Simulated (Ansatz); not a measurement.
**Electric field gradients in Ru**

Theory: DFT PBEsol, scalar-relativistic, plane waves, PAW in Ansatz. Plane waves to 420 eV; Γ-centred k mesh 18×18×10; Fermi-Dirac smearing of 0.15 eV. No spin polarisation.

Equilibrium structure at this level:
```yaml
crystal:
  lattice:
    - [2.69169, 0.00000, 0.00000]
    - [-1.34585, 2.33107, 0.00000]
    - [0.00000, 0.00000, 4.25174]
  atoms:
    - { symbol: Ru, position: [0.33333, 0.66667, 0.25000] }
    - { symbol: Ru, position: [0.66667, 0.33333, 0.75000] }
```

In a metal these results depend on the k mesh and the smearing. Spin–orbit coupling is left out, which matters for gradients at heavy nuclei.

Give V_zz (10²¹ V/m²) and the asymmetry η at each distinct site.

Answers

```
       atom V_zz     η
Ru (atom 1)  -1.15  0.00
```

Cost: 1 run of about 0.032 core-minutes, on AMD EPYC 9R45 (Zen 5) (shared hosts).